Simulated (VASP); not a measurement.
# MgO (P-6m2) in VASP: further runs, part 2 of 2

VASP 6.6.1. The steps go on from the part before.

**4. G0W0 quasiparticle levels, PBE**

POSCAR

```
MgO
1.0
    2.9380209034      0.0000000000      0.0000000000
   -1.4690104517      2.5444007392      0.0000000000
    0.0000000000      0.0000000000      2.6796800000
Mg O
1 1
Direct
    0.0000000000      0.0000000000      0.0000000000
    0.3333333333      0.6666666667      0.5000000000
```

INCAR.step1

```
SYSTEM = MgO
ALGO     = Normal         ! electronic algorithm
EDIFF    = 1E-8           ! SCF threshold, eV
ENCUT    = 450            ! plane-wave cutoff, eV
GGA      = PE             ! functional
ISMEAR   = 0              ! smearing method
LASPH    = .TRUE.         ! aspherical terms in the spheres
LCHARG   = .FALSE.        ! write CHGCAR
LREAL    = .FALSE.        ! projectors in reciprocal space
LWAVE    = .TRUE.         ! write WAVECAR
NELM     = 60             ! most SCF steps
PREC     = Accurate       ! precision mode
SIGMA    = 0.01           ! smearing width, eV
```

INCAR.step2

```
SYSTEM = MgO
ALGO     = Exact          ! electronic algorithm
EDIFF    = 1E-8           ! SCF threshold, eV
ENCUT    = 450            ! plane-wave cutoff, eV
GGA      = PE             ! functional
ISMEAR   = 0              ! smearing method
ISTART   = 1            
LASPH    = .TRUE.         ! aspherical terms in the spheres
LCHARG   = .FALSE.        ! write CHGCAR
LOPTICS  = .TRUE.         ! frequency-dependent dielectric function
LREAL    = .FALSE.        ! projectors in reciprocal space
LWAVE    = .TRUE.         ! write WAVECAR
NBANDS   = 28             ! bands
NELM     = 1              ! most SCF steps
PREC     = Accurate       ! precision mode
SIGMA    = 0.01           ! smearing width, eV
```

INCAR.step3

```
SYSTEM = MgO
ALGO     = EVGW0          ! electronic algorithm
EDIFF    = 1E-8           ! SCF threshold, eV
ENCUT    = 450            ! plane-wave cutoff, eV
ENCUTGW  = 200            ! cutoff of the response function
GGA      = PE             ! functional
ISMEAR   = 0              ! smearing method
ISTART   = 1            
LASPH    = .TRUE.         ! aspherical terms in the spheres
LCHARG   = .FALSE.        ! write CHGCAR
LREAL    = .FALSE.        ! projectors in reciprocal space
LWAVE    = .FALSE.        ! write WAVECAR
NBANDS   = 28             ! bands
NBANDSGW = 12           
NELMGW   = 1            
NOMEGA   = 48             ! frequency points
PREC     = Accurate       ! precision mode
PRECFOCK = Fast         
SIGMA    = 0.01           ! smearing width, eV
```

KPOINTS

```
k-points
0
G
  3 3 3
  0 0 0
```

Potentials or basis: VASP PAW PBE potentials, release 64 (Mg_GW, O_GW).

Launch:

```bash
$ cat potpaw_PBE.64/Mg_GW/POTCAR potpaw_PBE.64/O_GW/POTCAR > POTCAR
$ cp INCAR.step1 INCAR
$ mpirun -np 1 vasp_std > vasp.out
$ cp INCAR.step2 INCAR
$ mpirun -np 1 vasp_std > vasp.out
$ cp INCAR.step3 INCAR
$ mpirun -np 1 vasp_std > vasp.out
```

OUTCAR:

```text
SYSTEM = MgO
   EDIFF = 1E-8
   ENCUT = 450
   ENCUTGW = 200
   GGA = PE
   ISMEAR = 0
   ISTART = 1
   LASPH = .TRUE.
   LREAL = .FALSE.
   NELMGW = 1
   PREC = Accurate
   PRECFOCK = Fast

 Found      6 irreducible k-points:

 Following reciprocal coordinates:
            Coordinates               Weight
  0.000000  0.000000  0.000000      1.000000
  0.333333  0.000000  0.000000      6.000000
  0.333333  0.333333  0.000000      2.000000
  0.000000  0.000000  0.333333      2.000000
  0.333333  0.000000  0.333333     12.000000
  0.333333  0.333333  0.333333      4.000000
   k-points           NKPTS =      6   k-points in BZ     NKDIM =     27   number of bands    NBANDS=     28
   number of dos      NEDOS =    301   number of ions     NIONS =      2
   total plane-waves  NPLWV =   8000
   dimension x,y,z NGX =    20 NGY =   20 NGZ =   20
   dimension x,y,z NGXF=    40 NGYF=   40 NGZF=   40
   ions per type =               1   1
   NGX,Y,Z   is equivalent  to a cutoff of  11.32, 11.32, 12.41 a.u.
   NGXF,Y,Z  is equivalent  to a cutoff of  22.63, 22.63, 24.82 a.u.
 SYSTEM =  MgO
   PREC   = accura    normal or accurate (medium, high low for compatibility)
   ISTART =      1    job   : 0-new  1-cont  2-samecut
   ICHARG =      0    charge: 1-file 2-atom 10-const
   ISPIN  =      1    spin polarized calculation?
   LNONCOLLINEAR =      F non collinear calculations
   LSORBIT =      F    spin-orbit coupling
   LASPH  =      T    aspherical Exc in radial PAW
   ENCUT  =  450.0 eV  33.07 Ry    5.75 a.u.   5.08  5.08  4.63*2*pi/ulx,y,z
   NELM   =     60;   NELMIN=  2; NELMDL=  0     # of ELM steps
   EDIFF  = 0.1E-07   stopping-criterion for ELM
   LREAL  =      F    real-space projection
   EDIFFG = 0.1E-06   stopping-criterion for IOM
   NSW    =      0    number of steps for IOM
   IBRION =     -1    ionic relax: 0-MD 1-quasi-New 2-CG
   NFREE  =      0    steps in history (QN), initial steepest desc. (CG)
   ISIF   =      0    stress and relaxation
   ISYM   =      3    0-nonsym 1-usesym 2-fastsym
   POTIM  = 0.5000    time-step for ionic-motion
   TEBEG  =    0.0;   TEEND  =   0.0 temperature during run
   PSTRESS=    0.0 pullay stress
   NELECT =       8.0000    total number of electrons
   NUPDOWN=      -1.0000    fix difference up-down
   EMIN   =  10.00;   EMAX   =-10.00  energy-range for DOS
   EFERMI =   0.00;   METHOD = LEGACY
   ISMEAR =     0;   SIGMA  =   0.01  broadening in eV -4-tet -1-fermi 0-gaus
   EFERMI_NEDOS =   21; number of points for ismear=-14 and -15
   IALGO  =     38    algorithm
   IMIX   =      4    mixing-type and parameters
     AMIX     =   0.40;   BMIX     =  1.00
     AMIX_MAG =   1.60;   BMIX_MAG =  1.00
  volume/ion in A,a.u.               =      10.02        67.59
  Fermi-wavevector in a.u.,A,eV,Ry     =   1.205583  2.278221 19.775115  1.453430
  Thomas-Fermi vector in A             =   2.341275
   LORBIT       =      0    0 simple, 1 ext, 2 COOP (PROOUT), +10 PAW based schemes
   GGA     = PE    functional components
   LHFCALC =     T    Hartree Fock is set to
   PRECFOCK=fast      Normal, Fast or Accurate (Low or Medium for compatibility)
   ENCUT4O =  -1.0   cutoff for four orbital integrals eV
   NKREDX  =     1    reduce k-point grid by
   NKREDY  =     1    reduce k-point grid by
   NKREDZ  =     1    reduce k-point grid by
   AEXX    =    1.0000 exact exchange contribution
   HFSCREEN=    0.0000 screening length (either q_TF or 0.3 A-1)
   HFSCREENC=   0.0000 screening length for correlation (either q_TF or 0.3 A-1)
   ENCUTFOCK=  -1.0 apply spherical cutoff to Coloumb kernel
   IVDW    =     0    specifies the selected vdW correction
   LEPSILON=     F    determine dielectric tensor
   LRPA    =     F    only Hartree local field effects (RPA)
   LRPAFORCE           =     F    calculate RPA forces
   ENCUTGW             = 200.0    cutoff for response function in eV
   ENCUTGWSOFT         = 160.0    soft cutoff for Coulomb kernel in GW response function in eV
   ENCUTLF             =  -1.0    cutoff for local field effects
   NELMGW              =     1    number of iterations in solving QP/BSE equation
   NELMHF              =     1    number of iterations in the inner HF iteration
   NKREDLFX            =     1    NKREDLFY  =   1   NKREDLFZ  =   1
 non-spin polarized calculation
 Gauss-broadening in eV      SIGMA  =   0.01
  energy-cutoff  :      450.00
  volume of cell :       20.03
 maximum number of plane-waves:       447
  NGX = 12; NGY = 12; NGZ = 10
   NGX = 11   NGY = 11   NGZ =  9
 maximum number of plane-waves:       133

 QP shifts <psi_nk| G(iteration)W_0 |psi_nk>: iteration 1
 for sc-GW calculations column KS-energies equals QP-energies in previous step
 and V_xc(KS)=  KS-energies - (<T + V_ion + V_H > + <T+V_H+V_ion>^1  + <V_x>^1)

 k-point   1 :       0.0000    0.0000    0.0000
  band No.  KS-energies  QP-energies   sigma(KS)   V_xc(KS)     V^pw_x(r,r')   Z            occupation Imag(sigma)

      1     -14.0514     -15.7388     -20.6428     -18.1184     -29.8309       0.6684       2.0000       1.3834
      2       2.7905       2.0568     -20.1312     -19.1489     -24.8620       0.7470       2.0000       0.1933
      3       2.7905       2.0568     -20.1312     -19.1489     -24.8620       0.7470       2.0000       0.1933
      4       2.9934       2.2254     -20.2846     -19.2552     -25.0520       0.7461       2.0000       0.1905
      5       6.3348       7.4326      -9.8144     -11.1969      -6.4452       0.7941       0.0000      -0.1193
      6      15.1989      16.3773      -7.4425      -8.9289      -3.1427       0.7928       0.0000      -0.1606
      7      18.8451      20.0865      -7.1828      -8.7582      -2.6576       0.7880       0.0000      -0.2563
      8      18.8451      20.0865      -7.1828      -8.7582      -2.6576       0.7880       0.0000      -0.2563
      9      23.1418      24.2503      -7.0824      -8.4528      -2.0767       0.8089       0.0000      -0.6869
     10      24.1055      25.6484      -8.9211     -10.9707      -3.4194       0.7528       0.0000      -0.6879
     11      25.7686      27.4323      -9.0125     -11.2092      -3.4219       0.7573       0.0000      -0.7251
     12      25.7686      27.4323      -9.0125     -11.2092      -3.4219       0.7573       0.0000      -0.7251

 k-point   2 :       0.3333    0.0000    0.0000
  band No.  KS-energies  QP-energies   sigma(KS)   V_xc(KS)     V^pw_x(r,r')   Z            occupation Imag(sigma)

      1     -13.3016     -14.9677     -21.4053     -18.9230     -30.5231       0.6712       2.0000       1.2939
      2      -0.6933      -1.8165     -16.5551     -14.9983     -21.1861       0.7215       2.0000       0.2608
      3       2.2383       1.4110     -19.5937     -18.4795     -24.3327       0.7425       2.0000       0.1993
      4       3.2573       2.5430     -20.5869     -19.6329     -25.3549       0.7487       2.0000       0.1897
      5       9.4490      10.6327      -9.9640     -11.4787      -6.3493       0.7814       0.0000      -0.1323
      6      13.8168      15.2763      -9.5136     -11.4007      -5.3661       0.7734       0.0000      -0.1708
      7      17.0286      18.5159      -9.1138     -11.0204      -4.7354       0.7801       0.0000      -0.2065
      8      20.6299      22.1747      -8.8173     -10.8126      -3.7298       0.7742       0.0000      -0.4623
      9      22.6502      24.1033      -7.6526      -9.5500      -2.8800       0.7658       0.0000      -0.3981
     10      24.2612      25.5816      -7.3808      -9.0559      -2.2680       0.7882       0.0000      -0.6081
     11      28.4014      29.9972      -7.7578      -9.7557      -2.5303       0.7987       0.0000      -0.7724
     12      28.6775      30.3381      -7.7086      -9.7897      -2.3205       0.7979       0.0000      -0.8583
[... 36 lines left out ...]
      1     -12.6841     -14.3600     -21.9406     -19.4958     -30.9950       0.6855       2.0000       1.2546
      2      -0.1420      -1.2136     -17.2856     -15.8134     -21.9801       0.7279       2.0000       0.2426
      3       0.4973      -0.5436     -18.0198     -16.5961     -22.7862       0.7311       2.0000       0.2317
      4       2.6057       1.8420     -19.9690     -18.9460     -24.7013       0.7466       2.0000       0.1939
      5      10.2657      11.3924      -9.3807     -10.8206      -5.6756       0.7825       0.0000      -0.1392
      6      14.0770      15.4282      -8.6579     -10.3842      -4.4558       0.7827       0.0000      -0.1685
      7      17.5568      19.2088     -10.3166     -12.4714      -5.6905       0.7667       0.0000      -0.2845
      8      19.1051      20.6193      -9.3352     -11.3164      -4.6200       0.7643       0.0000      -0.3248
      9      19.4153      20.8189      -7.6497      -9.4416      -2.9784       0.7833       0.0000      -0.3096
     10      24.4773      26.0195      -7.7112      -9.6617      -2.5769       0.7907       0.0000      -0.6383
     11      24.9210      26.5019      -8.3217     -10.3240      -3.3095       0.7896       0.0000      -0.5202
     12      31.3109      32.9908      -7.0103      -9.0698      -1.7014       0.8157       0.0000      -0.9917

 k-point   6 :       0.3333    0.3333    0.3333
  band No.  KS-energies  QP-energies   sigma(KS)   V_xc(KS)     V^pw_x(r,r')   Z            occupation Imag(sigma)

      1     -12.3507     -14.0021     -22.3150     -19.9088     -31.3587       0.6863       2.0000       1.2264
      2       0.5429      -0.4957     -17.8393     -16.4247     -22.5381       0.7342       2.0000       0.2279
      3       0.5548      -0.5023     -17.6842     -16.2473     -22.3246       0.7357       2.0000       0.2266
      4       0.6311      -0.3633     -18.5468     -17.1834     -23.4320       0.7294       2.0000       0.2311
      5      10.3439      11.2674      -7.9878      -9.1622      -4.0414       0.7864       0.0000      -0.1434
      6      14.3392      15.8957      -8.9184     -10.9097      -4.8303       0.7817       0.0000      -0.1630
      7      17.1807      18.7725      -9.2626     -11.3342      -4.7143       0.7684       0.0000      -0.2167
      8      18.4935      19.9185      -9.7262     -11.5690      -5.1345       0.7732       0.0000      -0.3054
      9      18.5988      20.4246     -10.9397     -13.3477      -6.0926       0.7582       0.0000      -0.3625
     10      24.6062      26.1716      -8.8628     -10.8648      -3.6880       0.7819       0.0000      -0.5901
     11      29.4038      31.1669      -7.5714      -9.7826      -2.3428       0.7973       0.0000      -0.7600
     12      30.6721      32.1957      -6.7754      -8.6434      -1.5206       0.8156       0.0000      -0.9420
```

Run time: 7.1 s. Hardware: 1 thread of Intel Xeon 6975P-C (Granite Rapids), shared host; peak memory 0.15 GiB.

These settings aren't checked as converged: the numbers below hold their error.

Results:

```yaml
Band_gap_on_the_k_mesh_mean-field_level: 2.93 eV, indirect (least direct gap 3.34 eV)
Quasiparticle_gap: 4.72 eV
Least_direct_quasiparticle_gap: 5.21 eV
```

Caveat: the k mesh is coarse (spacing up to 0.82 Å⁻¹), so the values aren't converged; the cutoff is under 1.25 times the usual one of these potentials, so pressure, stress and relaxed cells hold a basis-set (Pulay) error; bands, screening cutoff and mesh are small and nothing is extrapolated, so the quasiparticle values aren't converged; an odd mesh through Γ misses points on the zone boundary, where band edges often lie.

**5. The reference run**

An earlier run on the cell as given: functional PBE; potentials or basis VASP PAW PBE potentials, release 64 (Mg, O); cutoff 520 eV; k mesh 10 × 10 × 10; occupations fermi-dirac, width 0.05 eV; no spin polarisation.

* Pressure: -0.7 GPa
* Band gap on the k mesh: 3.01 eV, indirect (least direct gap 3.40 eV)
